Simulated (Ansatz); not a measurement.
Start from PbF2 in the fluorite structure (space group Fm-3m, No. 225; a = 5.899 Å). Axes: x, y, z lie along the cube axes.

Perturbation: tensile biaxial strain of 2.65 % in the plane normal to [111], as in epitaxy on a mismatched substrate; the out-of-plane cell vector and the atoms relax.

Levels (all Ansatz, a first-principles code, PAW): PBEsol (420 eV, without spin-orbit coupling); r2SCAN (500 eV, spin-orbit coupling left out); HSE06 (420 eV, spin-orbit coupling left out).

At the geometry relaxed with PBEsol, these levels gave the following band gaps, in shuffled order: (a) 4.30 eV, (b) 5.73 eV, (c) 4.92 eV.

Q: Match each gap to its level.

A: (a) PBEsol; (b) HSE06; (c) r2SCAN.

Single points use the geometry relaxed with PBEsol. HSE06 gaps are upper bounds (no full band path). With Pb present, leaving out spin-orbit coupling can change the band edges. Stability against distortions was not tested.
